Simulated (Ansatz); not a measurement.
NbAs, 4 atoms in the cell. Symmetry: I4_1md, No. 109, tetragonal system. The conventional cell has a = 3.452 Å, b = 3.452 Å, c = 11.680 Å, α = 90.00°, β = 90.00°, γ = 90.00°. Nb (site symmetry 2mm) has 6 As at 2.60 to 2.63 Å as nearest neighbours. As (site symmetry 2mm) has 6 Nb at 2.60 to 2.63 Å as nearest neighbours. 

```yaml
Program: Ansatz 0.2.0
Task: band structure
Functional: HSEsol
Potentials_or_basis: Ansatz PAW
Cutoff: "420 eV (not typed: the program's choice for these potentials)"
k_mesh: 6 × 6 × 6
Occupations: fermi-dirac, width 0.05 eV
Spin: no spin polarisation
Path: "[[\"G\", \"X\", \"Y\", \"S\", \"G\", \"Z\", \"S1\", \"N\", \"P\", \"Y1\", \"Z\"], [\"X\", \"P\"]]"
Points_for_each_segment_of_the_path: 4
```

Potentials or basis: Ansatz PAW.

Launch:

```sh
$ ansatz run input.yaml --threads 2 --pin off --max-ram 5632MiB --backend cpu --events-out ev --progress --plain --runs-dir out
```

Hardware: 2 threads of AMD EPYC 9R05 (Zen 5), with other jobs on the host.

**Question.** How long does it take, and how much memory?

**Answer.** Run time: 7 min on 2 threads of AMD EPYC 9R05 (Zen 5), on a shared host, peak memory 3.2 GiB. Counts: scf iterations 23, plane waves 1371, k points 30, bands 38.
